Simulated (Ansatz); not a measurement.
**A Cd vacancy in wurtzite CdS, 95 atoms, charge +1**

All numbers come from Ansatz (PAW, plane waves, no spin–orbit coupling) at the single k point (¼, ¼, ¼) without its symmetry partners. The atoms were relaxed with PBEsol in a fixed cell; other functionals are single points on those atoms unless said otherwise. The valence top and gap of the host come from its small cell on a dense mesh, with the band extrema sought between the mesh points, lined up by the mean potential, PBEsol gap 1.09 eV, r²SCAN gap 1.70 eV. The charge correction uses an assumed dielectric constant of 9.0.

Relaxed structure:

```
Cd S
1.0
    12.37050    0.00000    0.00000
     0.00000   14.28423    0.00000
     0.00000    0.00000   13.42126
Cd S
47 48
Direct
  0.16758 0.08425 0.25061
  0.16790 0.08478 0.74961
  0.99974 0.33415 0.25091
  0.00086 0.33378 0.75009
  0.49955 0.08446 0.25033
  0.50015 0.08539 0.74882
  0.33317 0.33388 0.25890
  0.34035 0.33711 0.74420
  0.16727 0.58309 0.25069
  0.16873 0.58328 0.74938
  0.00012 0.83378 0.25070
  0.00055 0.83433 0.75057
  0.83213 0.08442 0.25066
  0.83269 0.08481 0.75044
  0.66339 0.33504 0.25728
  0.66200 0.33800 0.74579
  0.50011 0.57978 0.25804
  0.50206 0.57711 0.74609
  0.33410 0.83223 0.25033
  0.33459 0.83280 0.75043
  0.83299 0.58321 0.25063
  0.83353 0.58339 0.74960
  0.66637 0.83215 0.25090
  0.66685 0.83332 0.75035
  0.00003 0.16764 0.49922
  0.00014 0.16722 0.00055
  0.33386 0.17455 0.49688
  0.33371 0.16823 0.99967
  0.17244 0.41536 0.49846
  0.16797 0.41665 0.99993
  0.99990 0.66688 0.50088
  0.00003 0.66673 0.00022
  0.66430 0.17302 0.49867
  0.66590 0.16857 0.00006
  0.49924 0.41651 0.99928
  0.33898 0.66226 0.49914
  0.33454 0.66577 0.00066
  0.16812 0.91680 0.50035
  0.16693 0.91720 0.00065
  0.82787 0.41554 0.49854
  0.83209 0.41668 0.00072
  0.66069 0.66243 0.49869
  0.66554 0.66583 0.00054
  0.49948 0.91717 0.50007
  0.49984 0.91729 0.00050
  0.83183 0.91726 0.50037
  0.83276 0.91720 0.00081
  0.99992 0.16688 0.18904
  0.00004 0.16690 0.68800
  0.33333 0.16845 0.18778
  0.33344 0.16815 0.68654
  0.16742 0.41629 0.18821
  0.16756 0.41668 0.68763
  0.00022 0.66678 0.18870
  0.00104 0.66736 0.68918
  0.66613 0.16893 0.18866
  0.66691 0.16858 0.68776
  0.49856 0.41586 0.18657
  0.50153 0.41748 0.67451
  0.33556 0.66519 0.18922
  0.33546 0.66649 0.68823
  0.16737 0.91677 0.18909
  0.16780 0.91715 0.68887
  0.83156 0.41594 0.18932
  0.83450 0.41684 0.68783
  0.66471 0.66533 0.18920
  0.66716 0.66724 0.68802
  0.50033 0.91715 0.18892
  0.50045 0.91776 0.68864
  0.83277 0.91709 0.18931
  0.83338 0.91769 0.68877
  0.16777 0.08392 0.43897
  0.16694 0.08395 0.93817
  0.00000 0.33500 0.43919
  0.00001 0.33405 0.93877
  0.49921 0.08402 0.43867
  0.49998 0.08386 0.93761
  0.34284 0.34007 0.44264
  0.33365 0.33396 0.93416
  0.16704 0.58382 0.43897
  0.16711 0.58372 0.93819
  0.99994 0.83449 0.43925
  0.99991 0.83406 0.93901
  0.83136 0.08504 0.43919
  0.83279 0.08418 0.93904
  0.65869 0.33860 0.44226
  0.66621 0.33440 0.93563
  0.50008 0.57281 0.44293
  0.50007 0.58282 0.93593
  0.33402 0.83122 0.43881
  0.33340 0.83305 0.93901
  0.83344 0.58403 0.43906
  0.83318 0.58357 0.93848
  0.66583 0.83194 0.43929
  0.66639 0.83322 0.93905
```

Chemical potentials μ are those of reference phases of the elements at zero temperature by the same functional (the usual solids, diamond for C, grey Sn, and the molecules H2, N2, O2, F2, Cl2, Br2 and S8).

```csv
functional,E(defect) − E(host) − Σ nμ + q·E_VBM (eV),monopole (eV),alignment (eV),formation energy at E_F = VBM (eV),moment (μB),"wall time, shared host"
PBEsol,4.45,0.17,-0.20,4.42,1.0,12 s on NVIDIA GB200 (relaxation)
r²SCAN,4.84,0.17,-0.20,4.81,1.2,16 s on NVIDIA GB200
```

r²SCAN one-electron levels near the gap (the ten most localised at most), from the host's valence top, not corrected for the charge's images:

```tsv
level (eV)	spin	filling	atoms sharing it	element of the atom with most weight
-0.30	down	1.00	48.3	spread
-0.26	down	1.00	41.1	spread
-0.19	up	1.00	61.8	spread
-0.15	down	0.88	9.0	S
-0.11	up	0.12	65.3	spread
-0.04	down	0.00	18.4	S
-0.01	down	0.00	16.1	S
```

The charge sits partly or wholly in a band of the host, at the cell's one k point and not at the band edge, so the formation energy is too high and the charge correction doesn't apply as it stands.

All elements are taken at their own reference at once; growth conditions in equilibrium with the host shift these energies, by up to the host's formation enthalpy.

One k point and a cell of this size can leave errors of several tenths of an eV in such numbers.
